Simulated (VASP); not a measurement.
# SrTe (Fm-3m) in VASP: notebook

The runs below take SrTe through relaxation of cell and atoms, with PBEsol.

Everything below comes from runs of VASP 6.6.1. Logs are shortened: lines on timing, memory, paths and dates and some standing lists are left out, and cuts for length are marked.

## (1) Starting point

The structure is cubic, space group Fm-3m (No. 225). The conventional cell has a = 6.712 Å, b = 6.712 Å, c = 6.712 Å, α = 90.00°, β = 90.00°, γ = 90.00°. Around Te (site symmetry m-3m) lie 6 Sr at 3.36 Å. Sr (site symmetry m-3m) has 6 Te at 3.36 Å as nearest neighbours.

The cell was built by a generator and needn't be a form met in nature.

## (2) Relaxation of cell and atoms, PBEsol

Input file INCAR:

```
PREC = Accurate ; ENCUT = 600
EDIFF = 1E-6 ; ISMEAR = 0
SIGMA = 0.03 ; LREAL = F
LASPH = T ; NELM = 80
ALGO = Normal ; ISIF = 3
LWAVE = F ; LCHARG = F
GGA = PS ; IBRION = 2
NSW = 90 ; EDIFFG = -0.01
```

Input file KPOINTS:

```
Automatic mesh
0
Gamma
  8 8 8
```

Input file POSCAR:

```
SrTe
1.0
    0.0000000000      3.3558353100      3.3558353100
    3.3558353100      0.0000000000      3.3558353100
    3.3558353100      3.3558353100      0.0000000000
Te Sr
1 1
Direct
    0.5000000000      0.5000000000      0.5000000000
    0.0000000000      0.0000000000      0.0000000000
```

Potentials or basis: VASP PAW PBE potentials, release 64 (Te, Sr_sv).

Run with:

```console
> cat potpaw_PBE.64/Te/POTCAR potpaw_PBE.64/Sr_sv/POTCAR > POTCAR
> mpirun -np 1 vasp_std > vasp.out
```

OUTCAR:

```text
PREC = Accurate
   ENCUT = 600
   EDIFF = 1E-6
   ISMEAR = 0
   LREAL = F
   LASPH = T
   NELM = 80
   ISIF = 3
   GGA = PS
   IBRION = 2
   NSW = 90
   EDIFFG = -0.01

 ion  position               nearest neighbor table
   1  0.500  0.500  0.500-   2 3.36   2 3.36   2 3.36   2 3.36   2 3.36   2 3.36
   2  0.000  0.000  0.000-   1 3.36   1 3.36   1 3.36   1 3.36   1 3.36   1 3.36

  LATTYP: Found a face centered cubic cell.
 ALAT       =     6.7116706200

  Lattice vectors:

 A1 = (   0.0000000000,   3.3558353100,   3.3558353100)
 A2 = (   3.3558353100,   0.0000000000,   3.3558353100)
 A3 = (   3.3558353100,   3.3558353100,   0.0000000000)

Analysis of symmetry for initial positions (statically):
=====================================================================
 Subroutine PRICEL returns:
 Original cell was already a primitive cell.

 Routine SETGRP: Setting up the symmetry group for a
 face centered cubic supercell.

 Subroutine GETGRP returns: Found 48 space group operations
 (whereof 48 operations were pure point group operations)
 out of a pool of 48 trial point group operations.

The static configuration has the point symmetry O_h .

Analysis of symmetry for dynamics (positions and initial velocities):
=====================================================================
 Subroutine PRICEL returns:
 Original cell was already a primitive cell.

 Routine SETGRP: Setting up the symmetry group for a
 face centered cubic supercell.

 Subroutine GETGRP returns: Found 48 space group operations
 (whereof 48 operations were pure point group operations)
 out of a pool of 48 trial point group operations.

The dynamic configuration has the point symmetry O_h .

 Subroutine INISYM returns: Found 48 space group operations
 (whereof 48 operations are pure point group operations),
 and found     1 'primitive' translations

----------------------------------------------------------------------------------------

                                     Primitive cell

  volume of cell :      75.5844

  direct lattice vectors                    reciprocal lattice vectors
     0.000000000  3.355835310  3.355835310    -0.148994201  0.148994201  0.148994201
     3.355835310  0.000000000  3.355835310     0.148994201 -0.148994201  0.148994201
     3.355835310  3.355835310  0.000000000     0.148994201  0.148994201 -0.148994201

  length of vectors
     4.745867808  4.745867808  4.745867808     0.258065526  0.258065526  0.258065526

  position of ions in fractional coordinates (direct lattice)
     0.500000000  0.500000000  0.500000000
     0.000000000  0.000000000  0.000000000

  ion indices of the primitive-cell ions
   primitive index   ion index
                 1           1
                 2           2

----------------------------------------------------------------------------------------

 KPOINTS: Automatic mesh

Automatic generation of k-mesh.
 Grid dimensions read from file:
 generate k-points for:    8    8    8

 Generating k-lattice:

  Cartesian coordinates                     Fractional coordinates (reciprocal lattice)
    -0.018624275  0.018624275  0.018624275     0.125000000  0.000000000  0.000000000
     0.018624275 -0.018624275  0.018624275     0.000000000  0.125000000  0.000000000
     0.018624275  0.018624275 -0.018624275     0.000000000  0.000000000  0.125000000

  Length of vectors
     0.032258191  0.032258191  0.032258191

  Shift w.r.t. Gamma in fractional coordinates (k-lattice)
     0.000000000  0.000000000  0.000000000

 Subroutine IBZKPT returns following result:
 ===========================================

 Found     29 irreducible k-points:

 Following reciprocal coordinates:
            Coordinates               Weight
  0.000000  0.000000  0.000000      1.000000
  0.125000  0.000000  0.000000      8.000000
  0.250000  0.000000  0.000000      8.000000
  0.375000  0.000000  0.000000      8.000000
  0.500000  0.000000  0.000000      4.000000
  0.125000  0.125000  0.000000      6.000000
[... 16 lines left out ...]
  0.500000  0.250000  0.125000     48.000000
 -0.375000  0.250000  0.125000     24.000000
 [... further k-points ...]
   k-points           NKPTS =     29   k-points in BZ     NKDIM =     29   number of bands    NBANDS=     12
   number of dos      NEDOS =    301   number of ions     NIONS =      2
   total plane-waves  NPLWV =  64000
   dimension x,y,z NGX =    40 NGY =   40 NGZ =   40
   dimension x,y,z NGXF=    80 NGYF=   80 NGZF=   80
   ions per type =               1   1
   NGX,Y,Z   is equivalent  to a cutoff of  14.01, 14.01, 14.01 a.u.
   NGXF,Y,Z  is equivalent  to a cutoff of  28.02, 28.02, 28.02 a.u.
 SYSTEM =  unknown system
   PREC   = accura    normal or accurate (medium, high low for compatibility)
   ISTART =      0    job   : 0-new  1-cont  2-samecut
   ICHARG =      2    charge: 1-file 2-atom 10-const
   ISPIN  =      1    spin polarized calculation?
   LNONCOLLINEAR =      F non collinear calculations
   LSORBIT =      F    spin-orbit coupling
   LASPH  =      T    aspherical Exc in radial PAW
   ENCUT  =  600.0 eV  44.10 Ry    6.64 a.u.   9.48  9.48  9.48*2*pi/ulx,y,z
   NELM   =     80;   NELMIN=  2; NELMDL= -5     # of ELM steps
   EDIFF  = 0.1E-05   stopping-criterion for ELM
   LREAL  =      F    real-space projection
   EDIFFG = -.1E-01   stopping-criterion for IOM
   NSW    =     90    number of steps for IOM
   IBRION =      2    ionic relax: 0-MD 1-quasi-New 2-CG
   NFREE  =      1    steps in history (QN), initial steepest desc. (CG)
   ISIF   =      3    stress and relaxation
   ISYM   =      2    0-nonsym 1-usesym 2-fastsym
   POTIM  = 0.5000    time-step for ionic-motion
   TEBEG  =    0.0;   TEEND  =   0.0 temperature during run
   PSTRESS=    0.0 pullay stress
   NELECT =      16.0000    total number of electrons
   NUPDOWN=      -1.0000    fix difference up-down
   EMIN   =  10.00;   EMAX   =-10.00  energy-range for DOS
   EFERMI =   0.00;   METHOD = LEGACY
   ISMEAR =     0;   SIGMA  =   0.03  broadening in eV -4-tet -1-fermi 0-gaus
   EFERMI_NEDOS =   21; number of points for ismear=-14 and -15
   IALGO  =     38    algorithm
   IMIX   =      4    mixing-type and parameters
     AMIX     =   0.40;   BMIX     =  1.00
     AMIX_MAG =   1.60;   BMIX_MAG =  1.00
  volume/ion in A,a.u.               =      37.79       255.03
  Fermi-wavevector in a.u.,A,eV,Ry     =   0.975673  1.843754 12.951894  0.951937
  Thomas-Fermi vector in A             =   2.106231
   LORBIT       =      0    0 simple, 1 ext, 2 COOP (PROOUT), +10 PAW based schemes
   GGA     = PS    functional components
   LHFCALC =     F    Hartree Fock is set to
   AEXX    =    0.0000 exact exchange contribution
   IVDW    =     0    specifies the selected vdW correction
   LEPSILON=     F    determine dielectric tensor
   LRPA    =     F    only Hartree local field effects (RPA)
 conjugate gradient relaxation of ions
 non-spin polarized calculation
 Gauss-broadening in eV      SIGMA  =   0.03
  energy-cutoff  :      600.00
  volume of cell :       75.58
 maximum number of plane-waves:      2565
 NGX is ok and might be reduce to    40
   NGX = 19   NGY = 19   NGZ = 19

--------------------------------------- Ionic step        1  -------------------------------------------

 number of electron      16.0000000 magnetization

 Free energy of the ion-electron system (eV)
  ---------------------------------------------------
  ext. energy  EPLUGINS =         0.00000000
  ---------------------------------------------------
  free energy    TOTEN  =        -8.81938809 eV

  energy without entropy =       -8.81938809  energy(sigma->0) =       -8.81938809

------------------------ aborting loop because EDIFF is reached ----------------------------------------

  FORCE on cell =-STRESS in cart. coord.  units (eV):
  Direction    XX          YY          ZZ          XY          YZ          ZX
  --------------------------------------------------------------------------------------
  -------------------------------------------------------------------------------------
  Total       -0.6621843     -0.6621843     -0.6621843     -0.0000000      0.0000000      0.0000000
  in kB      -14.0364577    -14.0364577    -14.0364577     -0.0000000      0.0000000      0.0000000
  external PRESSURE =     -14.0364577 kB  Pullay stress =       0.0000000 kB

 VOLUME and BASIS-vectors are now :
 -----------------------------------------------------------------------------
  energy-cutoff  :      600.00
  volume of cell :       75.58
      direct lattice vectors                 reciprocal lattice vectors
     0.000000000  3.355835310  3.355835310    -0.148994201  0.148994201  0.148994201
     3.355835310  0.000000000  3.355835310     0.148994201 -0.148994201  0.148994201
     3.355835310  3.355835310  0.000000000     0.148994201  0.148994201 -0.148994201
[... 37 lines left out ...]
 POSITION                                       TOTAL-FORCE (eV/Angst)
 -----------------------------------------------------------------------------------
      3.30223      3.30223      3.30223         0.000000      0.000000     -0.000000
      6.60447      3.30223      3.30223        -0.000000     -0.000000      0.000000
 -----------------------------------------------------------------------------------
    total drift:                                0.000000     -0.000000     -0.000000

  FREE ENERGIE OF THE ION-ELECTRON SYSTEM (eV)
  ---------------------------------------------------
  free  energy   TOTEN  =        -8.8338573871 eV

  energy  without entropy=       -8.8338573871  energy(sigma->0) =       -8.83385739

--------------------------------------- Ionic step        3  -------------------------------------------

 number of electron      16.0000000 magnetization

 Free energy of the ion-electron system (eV)
  ---------------------------------------------------
  ext. energy  EPLUGINS =         0.00000000
  ---------------------------------------------------
  free energy    TOTEN  =        -8.83405043 eV

  energy without entropy =       -8.83405043  energy(sigma->0) =       -8.83405043

 E-fermi :   3.0599     XC(G=0):  -8.7591

 val. band max:        2.8858712728   @ k =   0.0000   0.0000   0.0000
 cond. band min:       4.4376310041   @ k =   0.5000   0.5000   0.0000
 fundamental gap:      1.5517597313
 Fermi energy:         3.0598907412

 k-point     1 :       0.0000    0.0000    0.0000
  band No.  band energies     occupation
      1     -31.6395      2.00000
      2     -13.6572      2.00000
      3     -13.6572      2.00000
      4     -13.6572      2.00000
      5      -7.1978      2.00000
      6       2.8859      2.00000
      7       2.8859      2.00000
      8       2.8859      2.00000
      9       5.6794      0.00000
     10       6.0746      0.00000
     11       6.0746      0.00000
     12       6.0746      0.00000

 k-point     2 :       0.1250    0.0000    0.0000
  band No.  band energies     occupation
      1     -31.6387      2.00000
      2     -13.6795      2.00000
      3     -13.6582      2.00000
      4     -13.6582      2.00000
      5      -7.1057      2.00000
      6       2.1767      2.00000
      7       2.6449      2.00000
      8       2.6449      2.00000
      9       5.9396      0.00000
     10       6.2910      0.00000
     11       6.2910      0.00000
     12       6.6320      0.00000
[... 316 lines left out ...]
 k-point    24 :      -0.3750    0.2500    0.1250
  band No.  band energies     occupation
      1     -31.6336      2.00000
      2     -13.7745      2.00000
      3     -13.6947      2.00000
      4     -13.6752      2.00000
      5      -6.5592      2.00000
      6       0.3614      2.00000
      7       1.4573      2.00000
      8       1.7252      2.00000
      9       6.7960      0.00000
     10       7.0411      0.00000
     11       8.4210      0.00000
     12       8.6099      0.00000

 [... further k-points ...]

------------------------ aborting loop because EDIFF is reached ----------------------------------------

  FORCE on cell =-STRESS in cart. coord.  units (eV):
  Direction    XX          YY          ZZ          XY          YZ          ZX
  --------------------------------------------------------------------------------------
  -------------------------------------------------------------------------------------
  Total       -0.0004811     -0.0004811     -0.0004811     -0.0000000      0.0000000     -0.0000000
  in kB       -0.0106517     -0.0106517     -0.0106517     -0.0000000      0.0000000     -0.0000000
  external PRESSURE =      -0.0106517 kB  Pullay stress =       0.0000000 kB

 VOLUME and BASIS-vectors are now :
 -----------------------------------------------------------------------------
  energy-cutoff  :      600.00
  volume of cell :       72.37
      direct lattice vectors                 reciprocal lattice vectors
    -0.000000000  3.307600272  3.307600272    -0.151166997  0.151166997  0.151166997
     3.307600272 -0.000000000  3.307600272     0.151166997 -0.151166997  0.151166997
     3.307600272  3.307600272  0.000000000     0.151166997  0.151166997 -0.151166997

 POSITION                                       TOTAL-FORCE (eV/Angst)
 -----------------------------------------------------------------------------------
      3.30760      3.30760      3.30760        -0.000000      0.000000     -0.000000
     -0.00000      0.00000      0.00000         0.000000     -0.000000      0.000000
 -----------------------------------------------------------------------------------
    total drift:                                0.000000     -0.000000     -0.000000

  FREE ENERGIE OF THE ION-ELECTRON SYSTEM (eV)
  ---------------------------------------------------
  free  energy   TOTEN  =        -8.8340504344 eV

  energy  without entropy=       -8.8340504344  energy(sigma->0) =       -8.83405043

 reached required accuracy - stopping structural energy minimisation
```

It took 79 s on 1 thread of Intel Xeon Platinum 8259CL at 2.50GHz (Skylake/Cascade Lake), shared host; peak memory 0.26 GiB.

Results:

| Item | Value |
| --- | --- |
| Free energy | -8.8341 eV |
| Relaxed volume | 36.19 Å³/atom |
| Relaxed cell | a = 4.678 Å, b = 4.678 Å, c = 4.678 Å, α = 60.00°, β = 60.00°, γ = 60.00° |
| Space group after relaxing (to 0.05 Å) | Fm-3m (No. 225) |
| Energy gained by relaxing | 7.3 meV/atom |
| Ionic steps | 3 |
| Pressure after relaxing | 0.0 GPa |
| Band gap on the k mesh | 1.55 eV, indirect (least direct gap 2.32 eV) |

The path:
| step | energy change (eV) | largest force (eV/Å) | pressure (GPa) | volume (Å³) |
| --- | --- | --- | --- | --- |
| 1 | 0.0000 | 0.0000 | -1.40 | 75.58 |
| 2 | -0.0145 | 0.0000 | 0.18 | 72.02 |
| 3 | -0.0147 | 0.0000 | 0.00 | 72.37 |

Final structure:
```yaml
crystal:
  lattice:
    - [0.00000, 3.30760, 3.30760]
    - [3.30760, 0.00000, 3.30760]
    - [3.30760, 3.30760, 0.00000]
  atoms:
    - { symbol: Te, position: [0.50000, 0.50000, 0.50000] }
    - { symbol: Sr, position: [0.00000, 0.00000, 0.00000] }
```

Levels at points of the mesh, in eV from the valence-band top:
```
           k point  band 4  band 5  band 6  band 7  band 8  band 9  band 10  band 11  band 12
(0.00, 0.00, 0.00)  -16.54  -10.08    0.00    0.00    0.00    2.79     3.19     3.19     3.19
(0.50, 0.00, 0.00)  -16.55   -9.39   -2.96   -1.17   -1.17    3.78     5.14     5.33     5.33
(0.50, 0.50, 0.00)  -16.58   -9.61   -2.05   -0.77   -0.77    1.55     3.86     4.83     6.18
```

Caveat: the PAW data sets were made with another functional, which shifts forces and pressure a little; spin-orbit coupling is left out, which moves the levels of the heavy elements.

(Continued in part 2 of 2.)
